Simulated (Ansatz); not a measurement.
The calculation used Ansatz, DFT PBE, scalar-relativistic, plane waves, PAW. All cells share a 420 eV cutoff and Γ-centred k meshes spaced at most about 0.3 Å⁻¹ (2π included). No spin polarisation in the final relaxations.

All energies are static (0 K, no zero-point motion).

Compare these two cells of BaTe, each relaxed at this level.

A.

Space group Pm-3m (No. 221). a = 4.244 Å, b = 4.244 Å, c = 4.244 Å, α = 90.00°, β = 90.00°, γ = 90.00°
```
atom  site  symmetry       x       y       z
  Ba    1b      m-3m  0.5000  0.5000  0.5000
  Te    1a      m-3m  0.0000  0.0000  0.0000
```

B.

Space group I-4m2 (No. 119). a = 6.264 Å, b = 6.264 Å, c = 5.107 Å, α = 90.00°, β = 90.00°, γ = 90.00°
| atom | site | symmetry | x | y | z |
| --- | --- | --- | --- | --- | --- |
| Ba | 2d | -4m2 | 0.0000 | 0.5000 | 0.7500 |
| Te | 2a | -4m2 | 0.0000 | 0.0000 | 0.0000 |

Question: Which would you expect to be lower, and how large is the difference?

Answer: A is lower, by 78 meV/atom. A has the caesium chloride type, space group Pm-3m (No. 221), 38.2 Å³/atom and a gap of 0.86 eV on its mesh; B has space group I-4m2 (No. 119), 50.1 Å³/atom and a gap of 1.90 eV. Counting Te atoms around Ba (those within 1.25 times the shortest such distance or 1.15 times the sum of covalent radii), A has Ba 8 and B has Ba 4. The denser one is the lower, and pressure would at first widen the difference. In A, around Ba lie 8 Te at 3.68 Å and 6 Ba at 4.24 Å; around Te lie 8 Ba at 3.68 Å and 6 Te at 4.24 Å. In B, around Ba lie 4 Te at 3.38 Å; around Te lie 4 Ba at 3.38 Å. Both come from invented guesses. The part of the Crystallography Open Database at hand lists BaTe in space group No. 225, which no cell shown has.

Spin–orbit coupling, which can matter for Te, is left out. Kohn–Sham gaps at this level usually fall short of measured ones. The missing spin–orbit coupling can work the other way here. Cells relaxed within their symmetry can be saddle points.
